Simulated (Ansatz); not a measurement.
## Formation energy of ZrO₂ (fluorite structure)

Computed with Ansatz (plane waves, PAW, 420 eV cutoff): PBE, scalar-relativistic, no spin polarisation, 12×12×12 k-mesh, Gaussian smearing of 0.05 eV; PAW files: Ansatz's generated set soft_2.

The start was a prototype's sites filled with these elements; the Crystallography Open Database holds the compound in this structure.

The structure is cubic, space group Fm-3m (No. 225). Conventional cell: a = 5.116 Å, b = 5.116 Å, c = 5.116 Å, α = 90.00°, β = 90.00°, γ = 90.00°. Around Zr (site symmetry m-3m) lie 8 O at 2.22 Å. Around O (site symmetry -43m) lie 4 Zr at 2.22 Å. (Shells end 15 % past the nearest neighbour.)

The elements were computed in their standard states (gases as isolated molecules) with the same datasets, cutoff and functional. Total energies depend on the potentials used, so only differences within one code and one set of settings carry meaning.

Energy of the relaxed cell (3 atoms, smearing extrapolated to zero): -5323.820 eV. Elements, in eV/atom: Zr -4183.837, O -564.968.

**Question.** What is the formation energy?

**Answer.** [-5323.820 − (1 × -4183.837 + 2 × -564.968)] / 3 = -3.35 eV/atom, or -323 kJ per mole of atoms.

The value is for 0 K, without zero-point energy and without any correction for the binding of gas molecules. Uncorrected semilocal values for oxides, chalcogenides and halides often miss by tenths of an eV an atom. A negative value shows stability against the elements alone, not against other compounds or structures.

Bader charges against formal ones: Zr +2.63 (+4), O −1.32 (−2). The cations give up 66 % of the formal charge; Bader charges stay under formal ones because the anions' density reaches into the cations' basins.

Formal charges Zr⁴⁺, O²⁻ balance and leave closed shells on every ion, so a band insulator is expected, and the gap is 3.32 eV.

Semilocal functionals underestimate band gaps, commonly by a third or more.
